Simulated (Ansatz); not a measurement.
A plane-wave DFT run in Ansatz 0.2.0 (scalar-relativistic PAW potentials unless the input names others): input and command.

```yaml
crystal:
  lattice:
    - [3.8065911033, 0.0, 0.0]
    - [-1.9032955517, 3.2966045973, 0.0]
    - [0.0, 0.0, 5.1778676765]
  atoms:
    - { symbol: Hf, position: [0.0, 0.0, 0.0] }
    - { symbol: S, position: [0.6666666667, 0.3333333333, 0.7476059866] }
    - { symbol: S, position: [0.3333333333, 0.6666666667, 0.2523940134] }
basis:
  ecutwfc: 420
kpoints:
  mp_grid: { grid: [12, 12, 6] }
hamiltonian:
  xc: lda+u
  dispersion: d3bj
scf:
  occupations: { method: gaussian, width: 0.05 }
  max_iter: 50
output:
  forces: true
  eigenvalues: true
  stress: true
```

```bash
ansatz run input.yaml --threads 1 --pin off --max-ram 2560MiB --backend cpu --events-out ev --progress --plain --runs-dir out
```

Will this input run?

The program refuses it, because of an unknown functional (hamiltonian.xc: "pbe" → "lda+u"). With the sound run's settings it is accepted.

Abridged log:
```
Error: YAML parse error: error: line 15 column 7: hamiltonian.xc: unknown variant `lda+u`, expected one of `lda`, `lda-pw`, `pw92`, `pbe`, `pbesol`, `rpbe`, `revpbe`, `blyp`, `pbe0`, `revpbe0`, `b3lyp`, `b3lyp5`, `hse06`, `wpbeh`, `hiss`, `lc_wpbe`, `cam_b3lyp`, `hf`, `r2scan`, `r2scanh`, `r2scan0`, `r2scan50`, `mr2scan`
  --> <input>:15:7
   |
13 |   mp_grid: { grid: [12, 12, 6] }
14 | hamiltonian:
15 |   xc: lda+u
   |       ^ hamiltonian.xc: unknown variant `lda+u`, expected one of `lda`, `lda-pw`, `pw92`, `pbe`, `pbesol`, `rpbe`, `revpbe`, `blyp`, `pbe0`, `revpbe0`, `b3lyp`, `b3lyp5`, `hse06`, `wpbeh`, `hiss`, `lc_wpbe`, `cam_b3lyp`, `hf`, `r2scan`, `r2scanh`, `r2scan0`, `r2scan50`, `mr2scan`
16 |   dispersion: d3bj
17 | scf:
   |
```